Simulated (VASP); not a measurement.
Runs of VASP 6.6.1 on MgSe. The structure is cubic, space group Fm-3m (No. 225). The conventional cell has a = 5.504 Å, b = 5.504 Å, c = 5.504 Å, α = 90.00°, β = 90.00°, γ = 90.00°. Around Mg (site symmetry m-3m) lie 6 Se at 2.75 Å. Se (site symmetry m-3m) has 6 Mg at 2.75 Å as nearest neighbours. The cell was built by a generator and needn't be a form met in nature.

| task | level | k mesh | grid for exact exchange (PRECFOCK) | exchange at q = 0 | screening parameter | gap on the mesh (eV) | pressure (GPa) |
| --- | --- | --- | --- | --- | --- | --- | --- |
| electrostatic potential | r2SCAN | 8 × 8 × 8 | - | - | - | 2.41 | -1.4 |
| band structure | PBE0 | 6 × 6 × 6 | Fast | truncated | - | 3.28 | -1.6 |
| band structure | HSE06 | 6 × 6 × 6 | Fast | - | 0.2 1/A | 2.61 | -1.7 |
| electrostatic potential | PBE0 | 6 × 6 × 6 | Fast | default | - | (a) | -1.6 |
| electrostatic potential | HSE06 | 6 × 6 × 6 | Fast | - | 0.2 1/A | 2.61 | -1.7 |
| band structure | r2SCAN | 8 × 8 × 8 | - | - | - | 2.41 | -1.4 |

Alike in all rows: potentials or basis VASP PAW PBE potentials, release 64 (Mg, Se); no spin polarisation; cell as given; cutoff (eV) 520; smearing gaussian 0.02 eV.

Question: Estimate the missing entries.

Answer: (a) 3.30.

Caveats: the PAW data sets were made with another functional, which shifts forces and pressure a little.

A k mesh can miss the band edges, and the runs leave out spin-orbit coupling on Se.

Runs at the PBE level aren't shown here.
